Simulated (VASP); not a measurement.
# Al (Fm-3m) in VASP: further runs

Runs on Al. Level: PBE. Tasks: single point.

All numbers are computed with VASP 6.6.1; they aren't measurements. Logs are shortened: lines on timing, memory, paths and dates and some standing lists are left out, and cuts for length are marked.

## Step 1: Starting point

Symmetry: Fm-3m, No. 225, cubic system. The conventional cell has a = 4.050 Å, b = 4.050 Å, c = 4.050 Å, α = 90.00°, β = 90.00°, γ = 90.00°. Al (site symmetry m-3m) has 12 Al at 2.86 Å as nearest neighbours.

## Step 2: Single point, PBE

Contents of INCAR:

```
SYSTEM = Al
PREC = Accurate
ENCUT = 400
EDIFF = 1E-7
ISMEAR = -1
SIGMA = 0.05
LREAL = .False.
LASPH = .True.
NELM = 100
ALGO = Normal
ISIF = 2
LWAVE = .False.
LCHARG = .False.
GGA = PE
NBANDS = 8
ADDGRID = .False.
```

Contents of KPOINTS:

```
regular mesh
0
Gamma
  10 10 10
  0 0 0
```

Contents of POSCAR:

```
Al
1.0
    0.0000000000      2.0248050000      2.0248050000
    2.0248050000      0.0000000000      2.0248050000
    2.0248050000      2.0248050000      0.0000000000
Al
1
Direct
    0.0000000000      0.0000000000      0.0000000000
```

Potentials or basis: VASP PAW PBE potentials, release 64 (Al).

The run is started by

```console
cat potpaw_PBE.64/Al/POTCAR > POTCAR
mpirun -np 1 vasp_std > vasp.out
```

OUTCAR:

```text
SYSTEM = Al
   PREC = Accurate
   ENCUT = 400
   EDIFF = 1E-7
   ISMEAR = -1
   LREAL = .False.
   LASPH = .True.
   NELM = 100
   ISIF = 2
   GGA = PE

 Found     47 irreducible k-points:

 Following reciprocal coordinates:
            Coordinates               Weight
  0.000000  0.000000  0.000000      1.000000
  0.100000  0.000000  0.000000      8.000000
  0.200000  0.000000  0.000000      8.000000
  0.300000  0.000000  0.000000      8.000000
  0.400000  0.000000  0.000000      8.000000
  0.500000  0.000000  0.000000      4.000000
   k-points           NKPTS =     47   k-points in BZ     NKDIM =     47   number of bands    NBANDS=      8
   number of dos      NEDOS =    301   number of ions     NIONS =      1
   total plane-waves  NPLWV =   8000
   dimension x,y,z NGX =    20 NGY =   20 NGZ =   20
   dimension x,y,z NGXF=    40 NGYF=   40 NGZF=   40
   ions per type =               1
   NGX,Y,Z   is equivalent  to a cutoff of  11.61, 11.61, 11.61 a.u.
   NGXF,Y,Z  is equivalent  to a cutoff of  23.22, 23.22, 23.22 a.u.
 SYSTEM =  Al
   PREC   = accura    normal or accurate (medium, high low for compatibility)
   ISTART =      0    job   : 0-new  1-cont  2-samecut
   ICHARG =      2    charge: 1-file 2-atom 10-const
   ISPIN  =      1    spin polarized calculation?
   LNONCOLLINEAR =      F non collinear calculations
   LSORBIT =      F    spin-orbit coupling
   LASPH  =      T    aspherical Exc in radial PAW
   ENCUT  =  400.0 eV  29.40 Ry    5.42 a.u.   4.67  4.67  4.67*2*pi/ulx,y,z
   NELM   =    100;   NELMIN=  2; NELMDL= -5     # of ELM steps
   EDIFF  = 0.1E-06   stopping-criterion for ELM
   LREAL  =      F    real-space projection
   EDIFFG = 0.1E-05   stopping-criterion for IOM
   NSW    =      0    number of steps for IOM
   IBRION =     -1    ionic relax: 0-MD 1-quasi-New 2-CG
   NFREE  =      0    steps in history (QN), initial steepest desc. (CG)
   ISIF   =      2    stress and relaxation
   ISYM   =      2    0-nonsym 1-usesym 2-fastsym
   POTIM  = 0.5000    time-step for ionic-motion
   TEBEG  =    0.0;   TEEND  =   0.0 temperature during run
   PSTRESS=    0.0 pullay stress
   NELECT =       3.0000    total number of electrons
   NUPDOWN=      -1.0000    fix difference up-down
   EMIN   =  10.00;   EMAX   =-10.00  energy-range for DOS
   EFERMI =   0.00;   METHOD = LEGACY
   ISMEAR =    -1;   SIGMA  =   0.05  broadening in eV -4-tet -1-fermi 0-gaus
   EFERMI_NEDOS =   21; number of points for ismear=-14 and -15
   IALGO  =     38    algorithm
   IMIX   =      4    mixing-type and parameters
     AMIX     =   0.40;   BMIX     =  1.00
     AMIX_MAG =   1.60;   BMIX_MAG =  1.00
  volume/ion in A,a.u.               =      16.60       112.04
  Fermi-wavevector in a.u.,A,eV,Ry     =   0.925526  1.748991 11.654733  0.856599
  Thomas-Fermi vector in A             =   2.051390
   LORBIT       =      0    0 simple, 1 ext, 2 COOP (PROOUT), +10 PAW based schemes
   GGA     = PE    functional components
   LHFCALC =     F    Hartree Fock is set to
   AEXX    =    0.0000 exact exchange contribution
   IVDW    =     0    specifies the selected vdW correction
   LEPSILON=     F    determine dielectric tensor
   LRPA    =     F    only Hartree local field effects (RPA)
 non-spin polarized calculation
  energy-cutoff  :      400.00
  volume of cell :       16.60
 maximum number of plane-waves:       311
   NGX =  9   NGY =  9   NGZ =  9

 number of electron       3.0000000 magnetization

 Free energy of the ion-electron system (eV)
  ---------------------------------------------------
  ext. energy  EPLUGINS =         0.00000000
  ---------------------------------------------------
  free energy    TOTEN  =        -3.72868795 eV

  energy without entropy =       -3.72137007  energy(sigma->0) =       -3.72502901

 E-fermi :   8.0683     XC(G=0): -10.1748

 val. band max:        8.0638226827   @ k =  -0.4000   0.4000   0.1000
 cond. band min:       8.1247545094   @ k =  -0.3000   0.4000   0.1000
 fundamental gap:      0.0609318267
 Fermi energy:         8.0683463466

 k-point     1 :       0.0000    0.0000    0.0000
  band No.  band energies     occupation
      1      -3.1566      2.00000
      2      20.5222      0.00000
      3      20.5222      0.00000
      4      20.5222      0.00000
      5      21.9642      0.00000
      6      21.9642      0.00000
      7      21.9642      0.00000
      8      24.3555      0.00000

 k-point     2 :       0.1000    0.0000    0.0000
  band No.  band energies     occupation
      1      -2.8860      2.00000
      2      17.2324      0.00000
      3      19.7885      0.00000
      4      19.7885      0.00000
      5      22.6368      0.00000
      6      23.1023      0.00000
      7      23.1023      0.00000
      8      26.0071      0.00000

 k-point     3 :       0.2000    0.0000    0.0000
  band No.  band energies     occupation
      1      -2.0773      2.00000
      2      13.2493      0.00000
      3      19.0287      0.00000
      4      19.0287      0.00000
      5      22.3548      0.00000
      6      23.5154      0.00000
      7      23.5154      0.00000
      8      25.6026      0.00000

 k-point     4 :       0.3000    0.0000    0.0000
  band No.  band energies     occupation
      1      -0.7396      2.00000
      2       9.5679      0.00000
      3      18.6777      0.00000
      4      18.6777      0.00000
      5      21.7729      0.00000
      6      21.7729      0.00000
      7      22.1867      0.00000
      8      25.7497      0.00000

 k-point     5 :       0.4000    0.0000    0.0000
  band No.  band energies     occupation
      1       1.1127      2.00000
      2       6.2935      2.00000
      3      18.7727      0.00000
      4      18.7727      0.00000
      5      20.3306      0.00000
      6      20.3306      0.00000
      7      22.4019      0.00000
      8      24.2174      0.00000

 k-point     6 :       0.5000    0.0000    0.0000
  band No.  band energies     occupation
      1       3.3671      2.00000
      2       3.5633      2.00000
      3      19.2778      0.00000
      4      19.2778      0.00000
      5      19.3704      0.00000
      6      19.3704      0.00000
      7      23.0236      0.00000
      8      23.1371      0.00000

 [... further k-points ...]

------------------------ aborting loop because EDIFF is reached ----------------------------------------

  FORCE on cell =-STRESS in cart. coord.  units (eV):
  Direction    XX          YY          ZZ          XY          YZ          ZX
  --------------------------------------------------------------------------------------
  -------------------------------------------------------------------------------------
  Total       -0.0615982     -0.0615982     -0.0615982     -0.0000000     -0.0000000      0.0000000
  in kB       -5.9442771     -5.9442771     -5.9442771     -0.0000000     -0.0000000      0.0000000
  external PRESSURE =      -5.9442771 kB  Pullay stress =       0.0000000 kB

 VOLUME and BASIS-vectors are now :
 -----------------------------------------------------------------------------
  energy-cutoff  :      400.00
  volume of cell :       16.60
      direct lattice vectors                 reciprocal lattice vectors
     0.000000000  2.024805000  2.024805000    -0.246937359  0.246937359  0.246937359
     2.024805000  0.000000000  2.024805000     0.246937359 -0.246937359  0.246937359
     2.024805000  2.024805000  0.000000000     0.246937359  0.246937359 -0.246937359

 POSITION                                       TOTAL-FORCE (eV/Angst)
 -----------------------------------------------------------------------------------
      0.00000      0.00000      0.00000        -0.000000      0.000000     -0.000000
 -----------------------------------------------------------------------------------
    total drift:                                0.000000      0.000000     -0.000000

  FREE ENERGIE OF THE ION-ELECTRON SYSTEM (eV)
  ---------------------------------------------------
  free  energy   TOTEN  =        -3.7286879524 eV

  energy  without entropy=       -3.7213700738  energy(sigma->0) =       -3.72502901
```

OSZICAR:

```text
N       E                     dE             d eps       ncg     rms          rms(c)
DAV:   1    -0.278557639248E+01   -0.27856E+01   -0.72369E+02   776   0.153E+02
DAV:   2    -0.374797091964E+01   -0.96239E+00   -0.94708E+00  1104   0.154E+01
DAV:   3    -0.375156829957E+01   -0.35974E-02   -0.35970E-02   872   0.103E+00
DAV:   4    -0.375157713724E+01   -0.88377E-05   -0.88381E-05  1264   0.485E-02
DAV:   5    -0.375157715452E+01   -0.17272E-07   -0.17349E-07   880   0.103E-03    0.129E+00
DAV:   6    -0.373831216138E+01    0.13265E-01   -0.17640E-03  1024   0.194E-01    0.751E-01
DAV:   7    -0.372869571434E+01    0.96164E-02   -0.52239E-03   912   0.313E-01    0.145E-01
DAV:   8    -0.372868990803E+01    0.58063E-05   -0.14437E-05  1096   0.263E-02    0.734E-03
DAV:   9    -0.372868837154E+01    0.15365E-05   -0.90708E-07   984   0.403E-03    0.686E-04
DAV:  10    -0.372868799337E+01    0.37817E-06   -0.40417E-09  1048   0.426E-04    0.166E-04
DAV:  11    -0.372868795239E+01    0.40983E-07   -0.18313E-10   568   0.770E-05
   1 F= -.37286880E+01 E0= -.37250290E+01  d E =-.731788E-02
```

stdout:

```text
POSCAR found type information on POSCAR Al
 POSCAR found :  1 types and       1 ions
 scaLAPACK will be used
 LDA part: xc-table for (Slater+PW92), standard interpolation
 POSCAR, INCAR and KPOINTS ok, starting setup
 FFT: planning ... GRIDC
 FFT: planning ... GRID_SOFT
 FFT: planning ... GRID
 WAVECAR not read
 entering main loop
```

Run time: 3.5 s. Hardware: 1 thread of Intel Xeon 6975P-C (Granite Rapids), shared host; peak memory 0.11 GiB.

The run converged, but some of its settings lie outside the range that counts as converged, so its numbers aren't taken as properties of the crystal.

What came out:

```yaml
Free_energy: -3.7287 eV
Pressure: -0.6 GPa
Band_gap_on_the_k_mesh: none (metal or under the smearing width)
```

## Step 3: Single point, PBE

INCAR is that of step 2.

KPOINTS is that of step 2.

Contents of POSCAR:

```
Al
1.0
   -0.0142710000      2.0302060000      1.9470980000
    2.0319350000     -0.0386130000      1.9714400000
    2.0296090000      2.0522230000     -0.0362870000
Al
1
Direct
    0.0259050000     -0.0062880000     -0.0081470000
```

Potentials or basis: VASP PAW PBE potentials, release 64 (Al).

The run is started by

```console
cat potpaw_PBE.64/Al/POTCAR > POTCAR
mpirun -np 1 vasp_std > vasp.out
```

It took 17 s on 1 thread of Intel Xeon 6975P-C (Granite Rapids), shared host; peak memory 0.14 GiB.

These settings aren't checked as converged: the numbers below hold their error.

Results:

- Free energy: -3.7332 eV
- Pressure: -0.3 GPa
- Band gap on the k mesh: none (metal or under the smearing width)

## Step 4: Single point, PBE

INCAR: that of step 3 with these lines changed.

```diff
@@ -5,3 +5,3 @@
 ISMEAR = -1
-SIGMA = 0.05
+SIGMA = 0.02
 LREAL = .False.
```

KPOINTS is that of step 3.

Contents of POSCAR:

```
Al
1.0
    0.0000000000      2.0248050000      2.0248050000
    2.0248050000      0.0000000000      2.0248050000
    2.0248050000      2.0248050000      0.0000000000
Al
1
Direct
    0.0000000000      0.0000000000      0.0000000000
```

The run is started by

```console
cat potpaw_PBE.64/Al/POTCAR > POTCAR
mpirun -np 1 vasp_std > vasp.out
```

Wall time 3.4 s (1 thread of Intel Xeon 6975P-C (Granite Rapids), shared host); peak memory 0.11 GiB.

These settings aren't checked as converged: the numbers below hold their error.

Results:

* Free energy: -3.7250 eV
* Pressure: -0.8 GPa
* Band gap on the k mesh: none (metal or under the smearing width)

## Step 5: Single point, PBE

INCAR is that of step 4.

KPOINTS is that of step 4.

Contents of POSCAR:

```
Al
1.0
   -0.0142710000      2.0302060000      1.9470980000
    2.0319350000     -0.0386130000      1.9714400000
    2.0296090000      2.0522230000     -0.0362870000
Al
1
Direct
    0.0259050000     -0.0062880000     -0.0081470000
```

The run is started by

```console
cat potpaw_PBE.64/Al/POTCAR > POTCAR
mpirun -np 1 vasp_std > vasp.out
```

It took 18 s on 1 thread of Intel Xeon 6975P-C (Granite Rapids), shared host; peak memory 0.14 GiB.

These settings aren't checked as converged: the numbers below hold their error.

Results:

| Item | Value |
| --- | --- |
| Free energy | -3.7310 eV |
| Pressure | -0.2 GPa |
| Band gap on the k mesh | none (metal or under the smearing width) |

## Step 6: For comparison

An earlier run on the cell as given: functional PBE; potentials or basis VASP PAW PBE potentials, release 64 (Al); cutoff 520 eV; k mesh 11 × 11 × 11; occupations fermi-dirac, width 0.05 eV; no spin polarisation.

* Pressure: -0.5 GPa
* Band gap on the k mesh: none (metal or under the smearing width)
